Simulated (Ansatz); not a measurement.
# CdS: the cost of one run

Program: Ansatz 0.2.0. Level of theory: DFT PBE, scalar-relativistic. These are calculated values, not measurements.

### 1 The structure to begin with

The structure is cubic, space group F-43m (No. 216). Conventional cell: a = 5.886 Å, b = 5.886 Å, c = 5.886 Å, α = 90.00°, β = 90.00°, γ = 90.00°. Around Cd (site symmetry -43m) lie 4 S at 2.55 Å. S (site symmetry -43m) has 4 Cd at 2.55 Å as nearest neighbours.

Structure file:

```xyz
2
Lattice="0.0000 2.9430 2.9430 2.9430 0.0000 2.9430 2.9430 2.9430 0.0000" Properties=species:S:1:pos:R:3 pbc="T T T"
Cd    0.0000    0.0000    0.0000
S     4.4144    4.4144    4.4144
```

Atoms are numbered in the order of the input: Cd1, S2.

### 2 After the deformation

Space group F-43m before, I-4m2 after.

### 3 LAPW, all electrons

The input, input.yaml:

```yaml
crystal:
  lattice:
    - [0.0, 2.854664861, 2.9429534649]
    - [2.854664861, 0.0, 2.9429534649]
    - [2.854664861, 2.854664861, 0.0]
  atoms:
    - { symbol: Cd, position: [0.0, 0.0, 0.0] }
    - { symbol: S, position: [0.75, 0.75, 0.75] }
kpoints:
  mp_grid: { grid: [7, 7, 7] }
  band_path:
    path:
      - [0.0, 0.0, 0.0]
      - [0.5, 0.0, 0.5]
      - [0.75, 0.25, 0.5]
      - [0.5, 0.5, 0.5]
      - [0.0, 0.0, 0.0]
      - [0.5, 0.5, 0.0]
      - [0.6323875, 0.6323875, 0.264775]
      - [0.3676125, 0.3676125, 0.735225]
      - [0.0, 0.0, 0.0]
    npoints: 5
scf:
  occupations: { method: fermi_dirac, width: 0.02 }
hamiltonian:
  xc: pbe
  pseudopotentials: { kind: all_electron, lapw: { basis_error: 0.0005 } }
output:
  forces: true
  stress: true
  eigenvalues: true
```

The run is started by

```bash
$ ansatz run input.yaml --threads 1 --pin off --max-ram 3072MiB --backend cpu --events-out ev --progress --plain --runs-dir out
```

What time and memory should one allow on 1 thread of Intel Xeon Platinum 8488C (Sapphire Rapids), shared host?

About 19 s, with a peak of 0.35 GiB.
